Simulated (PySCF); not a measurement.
Species: 1-butanol, C₄H₁₀O.
Geometry (PBE0-D3(BJ)/def2-TZVP, Å), atoms numbered from 1 in this order:
```xyz
15
C4H10O angstrom
C      2.0259    0.4019   -0.4822
C      0.5135    0.5296   -0.5331
C     -0.2046   -0.7062   -0.0146
C     -1.7162   -0.6130   -0.1015
O     -2.2634    0.4147    0.7006
H      2.3696    0.2204    0.5396
H      2.3706   -0.4327   -1.0986
H      2.5179    1.3078   -0.8430
H      0.2107    1.4028    0.0560
H      0.1957    0.7243   -1.5650
H      0.1186   -1.5819   -0.5906
H      0.0816   -0.8899    1.0268
H     -2.1692   -1.5395    0.2587
H     -2.0205   -0.4900   -1.1513
H     -2.0169    1.2601    0.3191
```

Method: PySCF, PBE0-D3(BJ)/def2-TZVP geometry optimisation, gas phase.

Masses are those of the commonest isotopes; rigid-rotor values at the optimised geometry. The values belong to one conformer with, in the numbering `[CH3:1][CH2:2][CH2:3][CH2:4][OH:5]`, C1–C2–C3–C4 -178°, C2–C3–C4–O5 -64°, C3–C4–O5–H 70°.

Task: What are A, B and C (MHz)?

Result: Ia = 39.90, Ib = 213.71, Ic = 232.33 u·Å²; 505379 MHz·u·Å²/I gives A = 12667, B = 2365, C = 2175 MHz.

Task: Classify the top.

Result: A near-prolate asymmetric top: κ = (2 × 2365 − 12667 − 2175)/(12667 − 2175) = -0.96.

Task: What does the inertial defect say?

Result: Not planar: Δ = Ic − Ia − Ib = -21.28 u·Å². For a rigid frame Δ = −2 Σ m c², so Σ m c² = 10.64 u·Å² lies off the ab plane: 7.26 from hydrogen and 3.38 from heavier atoms. The atom farthest from that plane is 1.41 Å away.

Task: Give the other two planar moments, Paa and Pbb, and the rms extents of the mass along the axes.

Result: Paa = Σ m a² = (Ib + Ic − Ia)/2 = 203.07 and Pbb = Σ m b² = (Ia + Ic − Ib)/2 = 29.26 u·Å². With the mass M = 74.07 u, the rms extents √(P/M) along a, b and c are 1.66, 0.63, 0.38 Å.

Task: Where do the levels up to J = 5 lie, in K?

Result: Above 0(0,0), as E/k:
J = 1: 1(0,1) 0.218, 1(1,1) 0.712, 1(1,0) 0.721
J = 2: 2(0,2) 0.654, 2(1,2) 1.139, 2(1,1) 1.166, 2(2,1) 2.649, 2(2,0) 2.650
J = 3: 3(0,3) 1.307, 3(1,3) 1.779, 3(1,2) 1.833, 3(2,2) 3.303, 3(2,1) 3.304, 3(3,1) 5.798, 3(3,0) 5.798
J = 4: 4(0,4) 2.177, 4(1,4) 2.632, 4(1,3) 2.723, 4(2,3) 4.175, 4(2,2) 4.176, 4(3,2) 6.670, 4(3,1) 6.670, 4(4,1) 10.162, 4(4,0) 10.162
J = 5: 5(0,5) 3.264, 5(1,5) 3.698, 5(1,4) 3.835, 5(2,4) 5.264, 5(2,3) 5.268, 5(3,3) 7.760, 5(3,2) 7.760, 5(4,2) 11.252, 5(4,1) 11.252, 5(5,1) 15.742, 5(5,0) 15.742

Task: Which types of transition are allowed, and where do some lines up to J = 2 fall?

Result: The dipole components are |μa| = 1.36 D, |μb| = 0.06 D, |μc| = 1.01 D. The squared components, which scale the intensities, stand as 1.00 : 0.00 : 0.55 (a : b : c). Some lines, for components of 0.1 D or more:

```json
{"type": "a", "branch": "Q", "J(Ka,Kc)": "2(1,1) ← 2(1,2)", "MHz": "569", "lower level (cm⁻¹)": "0.792"}
{"type": "a", "branch": "R", "J(Ka,Kc)": "1(0,1) ← 0(0,0)", "MHz": "4540", "lower level (cm⁻¹)": "0.000"}
{"type": "a", "branch": "R", "J(Ka,Kc)": "2(1,2) ← 1(1,1)", "MHz": "8890", "lower level (cm⁻¹)": "0.495"}
{"type": "a", "branch": "R", "J(Ka,Kc)": "2(0,2) ← 1(0,1)", "MHz": "9077", "lower level (cm⁻¹)": "0.151"}
{"type": "a", "branch": "R", "J(Ka,Kc)": "2(1,1) ← 1(1,0)", "MHz": "9269", "lower level (cm⁻¹)": "0.501"}
{"type": "c", "branch": "Q", "J(Ka,Kc)": "2(1,2) ← 2(0,2)", "MHz": "10115", "lower level (cm⁻¹)": "0.454"}
{"type": "c", "branch": "Q", "J(Ka,Kc)": "1(1,1) ← 1(0,1)", "MHz": "10302", "lower level (cm⁻¹)": "0.151"}
{"type": "c", "branch": "R", "J(Ka,Kc)": "1(1,0) ← 0(0,0)", "MHz": "15031", "lower level (cm⁻¹)": "0.000"}
{"type": "c", "branch": "R", "J(Ka,Kc)": "2(1,1) ← 1(0,1)", "MHz": "19761", "lower level (cm⁻¹)": "0.151"}
{"type": "c", "branch": "Q", "J(Ka,Kc)": "2(2,1) ← 2(1,1)", "MHz": "30905", "lower level (cm⁻¹)": "0.811"}
{"type": "c", "branch": "R", "J(Ka,Kc)": "2(2,0) ← 1(1,0)", "MHz": "40177", "lower level (cm⁻¹)": "0.501"}
{"type": "c", "branch": "R", "J(Ka,Kc)": "2(2,1) ← 1(1,1)", "MHz": "40364", "lower level (cm⁻¹)": "0.495"}
```

No frequency check. These are rigid-rotor constants of the computed structure; measured ground-state constants (B0) also hold zero-point vibration. A rigid rotor knows nothing of internal rotation, which can split or shift real lines.

On Arm Neoverse V1, one thread, no GPU, on a shared host, this took 73 s wall and 0.87 GiB of memory at its peak. That covers the optimisation of the geometry.
